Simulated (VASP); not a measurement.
# ZnO (lda) (P6_3mc) in VASP: a series of runs, part 2 of 3

VASP 6.6.1.

## Step 3: Relaxation of cell and atoms, LDA

This run uses another cell than the first one, of 11.90 Å³/atom, 1.050 times its volume.

INCAR reads:

```
PREC     = Accurate       # precision mode
ENCUT    = 600            # plane-wave cutoff, eV
EDIFF    = 1E-6           # SCF threshold, eV
ISMEAR   = 0              # smearing method
SIGMA    = 0.02           # smearing width, eV
LREAL    = F              # projectors in reciprocal space
LASPH    = T              # aspherical terms in the spheres
NELM     = 100            # most SCF steps
ALGO     = Fast           # electronic algorithm
ISIF     = 3              # what is computed and relaxed
LWAVE    = F              # write WAVECAR
LCHARG   = F              # write CHGCAR
IBRION   = 2              # ionic algorithm
NSW      = 100            # ionic steps
EDIFFG   = -0.002         # ionic threshold
```

KPOINTS reads:

```
Automatic mesh
0
Gamma
  9 9 6
```

POSCAR reads:

```
ZnO
1.0
    3.2493080000      0.0000000000      0.0000000000
   -1.6246540000      2.8139832727      0.0000000000
    0.0000000000      0.0000000000      5.2057090000
Zn O
2 2
Direct
    0.3333333333      0.6666666667      0.5000000000
    0.6666666667      0.3333333333      0.0000000000
    0.6666666667      0.3333333333      0.3790100000
    0.3333333333      0.6666666667      0.8790100000
```

Potentials or basis: VASP PAW LDA potentials, release 64 (Zn, O).

On the command line:

```sh
> cat potpaw_LDA.64/Zn/POTCAR potpaw_LDA.64/O/POTCAR > POTCAR
> mpirun -np 1 vasp_std > vasp.out
```

OUTCAR:

```text
PREC = Accurate
   ENCUT = 600
   EDIFF = 1E-6
   ISMEAR = 0
   LREAL = F
   LASPH = T
   NELM = 100
   ISIF = 3
   IBRION = 2
   NSW = 100
   EDIFFG = -0.002

 ion  position               nearest neighbor table
   1  0.333  0.667  0.500-   4 1.97   3 1.98   3 1.98   3 1.98
   2  0.667  0.333  0.000-   3 1.97   4 1.98   4 1.98   4 1.98
   3  0.667  0.333  0.379-   2 1.97   1 1.98   1 1.98   1 1.98
   4  0.333  0.667  0.879-   1 1.97   2 1.98   2 1.98   2 1.98

  LATTYP: Found a hexagonal cell.
 ALAT       =     3.2493080000
 C/A-ratio  =     1.6020977390

  Lattice vectors:

 A1 = (   3.2493080000,   0.0000000000,   0.0000000000)
 A2 = (  -1.6246540000,   2.8139832727,   0.0000000000)
 A3 = (   0.0000000000,   0.0000000000,   5.2057090000)

Analysis of symmetry for initial positions (statically):
=====================================================================
 Subroutine PRICEL returns:
 Original cell was already a primitive cell.

 Routine SETGRP: Setting up the symmetry group for a
 hexagonal supercell.

 Subroutine GETGRP returns: Found 12 space group operations
 (whereof  6 operations were pure point group operations)
 out of a pool of 24 trial point group operations.

The static configuration has the point symmetry C_3v.
 The point group associated with its full space group is C_6v.

Analysis of symmetry for dynamics (positions and initial velocities):
=====================================================================
 Subroutine PRICEL returns:
 Original cell was already a primitive cell.

 Routine SETGRP: Setting up the symmetry group for a
 hexagonal supercell.

 Subroutine GETGRP returns: Found 12 space group operations
 (whereof  6 operations were pure point group operations)
 out of a pool of 24 trial point group operations.

The dynamic configuration has the point symmetry C_3v.
 The point group associated with its full space group is C_6v.

 Subroutine INISYM returns: Found 12 space group operations
 (whereof  6 operations are pure point group operations),
 and found     1 'primitive' translations

----------------------------------------------------------------------------------------

                                     Primitive cell

  volume of cell :      47.5984

  direct lattice vectors                    reciprocal lattice vectors
     3.249308000  0.000000000  0.000000000     0.307757836  0.177684070  0.000000000
    -1.624654000  2.813983273  0.000000000     0.000000000  0.355368139  0.000000000
     0.000000000  0.000000000  5.205709000     0.000000000  0.000000000  0.192096792

  length of vectors
     3.249308000  3.249308000  5.205709000     0.355368139  0.355368139  0.192096792

  position of ions in fractional coordinates (direct lattice)
     0.333333333  0.666666667  0.500000000
     0.666666667  0.333333333  0.000000000
     0.666666667  0.333333333  0.379010000
     0.333333333  0.666666667  0.879010000

  ion indices of the primitive-cell ions
   primitive index   ion index
                 1           1
                 2           2
[... 66 lines left out ...]
   ISTART =      0    job   : 0-new  1-cont  2-samecut
   ICHARG =      2    charge: 1-file 2-atom 10-const
   ISPIN  =      1    spin polarized calculation?
   LNONCOLLINEAR =      F non collinear calculations
   LSORBIT =      F    spin-orbit coupling
   LASPH  =      T    aspherical Exc in radial PAW
   ENCUT  =  600.0 eV  44.10 Ry    6.64 a.u.   6.49  6.49 10.40*2*pi/ulx,y,z
   NELM   =    100;   NELMIN=  2; NELMDL= -5     # of ELM steps
   EDIFF  = 0.1E-05   stopping-criterion for ELM
   LREAL  =      F    real-space projection
   EDIFFG = -.2E-02   stopping-criterion for IOM
   NSW    =    100    number of steps for IOM
   IBRION =      2    ionic relax: 0-MD 1-quasi-New 2-CG
   NFREE  =      1    steps in history (QN), initial steepest desc. (CG)
   ISIF   =      3    stress and relaxation
   ISYM   =      2    0-nonsym 1-usesym 2-fastsym
   POTIM  = 0.5000    time-step for ionic-motion
   TEBEG  =    0.0;   TEEND  =   0.0 temperature during run
   PSTRESS=    0.0 pullay stress
   NELECT =      36.0000    total number of electrons
   NUPDOWN=      -1.0000    fix difference up-down
   EMIN   =  10.00;   EMAX   =-10.00  energy-range for DOS
   EFERMI =   0.00;   METHOD = LEGACY
   ISMEAR =     0;   SIGMA  =   0.02  broadening in eV -4-tet -1-fermi 0-gaus
   EFERMI_NEDOS =   21; number of points for ismear=-14 and -15
   IALGO  =     68    algorithm
   IMIX   =      4    mixing-type and parameters
     AMIX     =   0.40;   BMIX     =  1.00
     AMIX_MAG =   1.60;   BMIX_MAG =  1.00
  volume/ion in A,a.u.               =      11.90        80.30
  Fermi-wavevector in a.u.,A,eV,Ry     =   1.491574  2.818667 30.270160  2.224794
  Thomas-Fermi vector in A             =   2.604212
   LORBIT       =      0    0 simple, 1 ext, 2 COOP (PROOUT), +10 PAW based schemes
   GGA     = CA    functional components
   LHFCALC =     F    Hartree Fock is set to
   AEXX    =    0.0000 exact exchange contribution
   IVDW    =     0    specifies the selected vdW correction
   LEPSILON=     F    determine dielectric tensor
   LRPA    =     F    only Hartree local field effects (RPA)
 conjugate gradient relaxation of ions
 non-spin polarized calculation
 RMM-DIIS sequential band-by-band and
 Gauss-broadening in eV      SIGMA  =   0.02
  energy-cutoff  :      600.00
  volume of cell :       47.60
 maximum number of plane-waves:      1617
 NGX is ok and might be reduce to    28
   NGX = 13   NGY = 13   NGZ = 21

--------------------------------------- Ionic step        1  -------------------------------------------

 number of electron      36.0000008 magnetization

 Free energy of the ion-electron system (eV)
  ---------------------------------------------------
  ext. energy  EPLUGINS =         0.00000000
  ---------------------------------------------------
  free energy    TOTEN  =       -21.12615505 eV

  energy without entropy =      -21.12615505  energy(sigma->0) =      -21.12615505

------------------------ aborting loop because EDIFF is reached ----------------------------------------

  FORCE on cell =-STRESS in cart. coord.  units (eV):
  Direction    XX          YY          ZZ          XY          YZ          ZX
  --------------------------------------------------------------------------------------
  -------------------------------------------------------------------------------------
  Total       -2.0494774     -2.0494774     -1.5165475      0.0000000      0.0000000     -0.0000000
  in kB      -68.9860754    -68.9860754    -51.0474831      0.0000000      0.0000000     -0.0000000
  external PRESSURE =     -63.0065447 kB  Pullay stress =       0.0000000 kB
[... 95 lines left out ...]
  FREE ENERGIE OF THE ION-ELECTRON SYSTEM (eV)
  ---------------------------------------------------
  free  energy   TOTEN  =       -21.1674878848 eV

  energy  without entropy=      -21.1674878848  energy(sigma->0) =      -21.16748788

[... ionic steps 4 to 30 ...]

--------------------------------------- Ionic step       31  -------------------------------------------

 number of electron      35.9999999 magnetization

------------------------ aborting loop because EDIFF is reached ----------------------------------------
[... 71 lines left out ...]
--------------------------------------- Ionic step       33  -------------------------------------------

 number of electron      35.9999999 magnetization

 Free energy of the ion-electron system (eV)
  ---------------------------------------------------
  ext. energy  EPLUGINS =         0.00000000
  ---------------------------------------------------
  free energy    TOTEN  =       -21.16774942 eV

  energy without entropy =      -21.16774942  energy(sigma->0) =      -21.16774942

 E-fermi :   1.4264     XC(G=0): -11.6915

 val. band max:        1.2870281163   @ k =   0.0000   0.0000   0.0000
 cond. band min:       2.0876347591   @ k =   0.0000   0.0000   0.0000
 fundamental gap:      0.8006066428
 Fermi energy:         1.4264271527

 k-point     1 :       0.0000    0.0000    0.0000
  band No.  band energies     occupation
      1     -16.8813      2.00000
      2     -16.0492      2.00000
      3      -4.7853      2.00000
      4      -4.7095      2.00000
      5      -4.7095      2.00000
      6      -4.6735      2.00000
[... 589 lines left out ...]
     21       9.1636      0.00000
     22       9.3682      0.00000

 [... further k-points ...]

------------------------ aborting loop because EDIFF is reached ----------------------------------------

  FORCE on cell =-STRESS in cart. coord.  units (eV):
  Direction    XX          YY          ZZ          XY          YZ          ZX
  --------------------------------------------------------------------------------------
  -------------------------------------------------------------------------------------
  Total       -0.0019646     -0.0019646      0.0025173      0.0000000     -0.0000000     -0.0000000
  in kB       -0.0690115     -0.0690115      0.0884265      0.0000000     -0.0000000     -0.0000000
  external PRESSURE =      -0.0165322 kB  Pullay stress =       0.0000000 kB
[... 19 lines left out ...]
  FREE ENERGIE OF THE ION-ELECTRON SYSTEM (eV)
  ---------------------------------------------------
  free  energy   TOTEN  =       -21.1677494246 eV

  energy  without entropy=      -21.1677494246  energy(sigma->0) =      -21.16774942

 reached required accuracy - stopping structural energy minimisation
```

It took 3.7 min on 1 thread of Intel Xeon 6975P-C (Granite Rapids), shared host; peak memory 0.2 GiB.

What came out:

| Property | Result |
| --- | --- |
| Free energy | -21.1677 eV |
| Relaxed volume | 11.40 Å³/atom |
| Relaxed cell | a = 3.194 Å, b = 3.194 Å, c = 5.164 Å, α = 90.00°, β = 90.00°, γ = 120.00° |
| Space group after relaxing (to 0.05 Å) | P6_3mc (No. 186) |
| Energy gained by relaxing | 10.4 meV/atom |
| Ionic steps | 33 |
| Pressure after relaxing | 0.0 GPa |
| Band gap on the k mesh | 0.80 eV, direct |

The path:
| step | energy change (eV) | largest force (eV/Å) | pressure (GPa) | volume (Å³) |
| --- | --- | --- | --- | --- |
| 1 | 0.0000 | 0.0552 | -6.30 | 47.60 |
| 2 | -0.0255 | 0.0408 | 4.53 | 44.45 |
| 3 | -0.0413 | 0.0035 | 0.04 | 45.61 |
| 4 | -0.0415 | 0.0193 | -0.12 | 45.62 |
| 5 | -0.0415 | 0.0197 | -0.08 | 45.62 |
| 6 | -0.0415 | 0.0172 | 0.17 | 45.59 |
| 7 | -0.0415 | 0.0164 | 0.09 | 45.59 |
| 8 | -0.0415 | 0.0146 | 0.15 | 45.57 |
| 9 | -0.0416 | 0.0052 | -0.01 | 45.60 |
| 10 | -0.0416 | 0.0033 | 0.08 | 45.60 |
| 11 | -0.0416 | 0.0000 | -0.10 | 45.61 |
| 12 | -0.0416 | 0.0026 | 0.06 | 45.61 |
| 13 | -0.0416 | 0.0006 | 0.01 | 45.61 |
| 14 | -0.0416 | 0.0019 | -0.05 | 45.61 |
| 15 | -0.0416 | 0.0023 | 0.00 | 45.61 |
| 16 | -0.0416 | 0.0023 | -0.03 | 45.61 |
| 17 | -0.0416 | 0.0025 | 0.00 | 45.61 |
| 18 | -0.0416 | 0.0034 | 0.03 | 45.60 |
| 19 | -0.0416 | 0.0040 | 0.05 | 45.60 |
| 20 | -0.0416 | 0.0037 | 0.05 | 45.61 |
| 21 | -0.0416 | 0.0036 | -0.01 | 45.61 |
| 22 | -0.0416 | 0.0034 | -0.01 | 45.61 |
| 23 | -0.0416 | 0.0039 | -0.01 | 45.61 |
| 24 | -0.0416 | 0.0028 | 0.01 | 45.61 |
| 25 | -0.0416 | 0.0014 | -0.01 | 45.61 |
| 26 | -0.0416 | 0.0003 | -0.05 | 45.61 |
| 27 | -0.0416 | 0.0002 | 0.02 | 45.61 |
| 28 | -0.0416 | 0.0003 | 0.02 | 45.61 |
| 29 | -0.0416 | 0.0008 | 0.03 | 45.61 |
| 30 | -0.0416 | 0.0018 | 0.05 | 45.61 |
| 31 | -0.0416 | 0.0012 | 0.03 | 45.61 |
| 32 | -0.0416 | 0.0013 | 0.02 | 45.61 |
| 33 | -0.0416 | 0.0006 | 0.00 | 45.61 |

Final structure:
```yaml
crystal:
  lattice:
    - [3.19360, 0.00000, 0.00000]
    - [-1.59680, 2.76574, 0.00000]
    - [0.00000, 0.00000, 5.16373]
  atoms:
    - { symbol: Zn, position: [0.33333, 0.66667, 0.50034] }
    - { symbol: Zn, position: [0.66667, 0.33333, 0.00034] }
    - { symbol: O, position: [0.66667, 0.33333, 0.37867] }
    - { symbol: O, position: [0.33333, 0.66667, 0.87867] }
```

Levels at points of the mesh, in eV from the valence-band top:
```tsv
k point	band 14	band 15	band 16	band 17	band 18	band 19	band 20	band 21	band 22
(0.00, 0.00, 0.00)	-0.85	-0.85	-0.10	0.00	0.00	0.80	5.27	8.18	12.94
(0.00, 0.00, 0.50)	-2.32	-0.42	-0.42	-0.42	-0.42	3.48	3.48	10.03	10.03
```

LDA usually gives volumes a few per cent too small. Zero-point motion and thermal expansion aren't in these numbers.

[end of part 2 of 3]
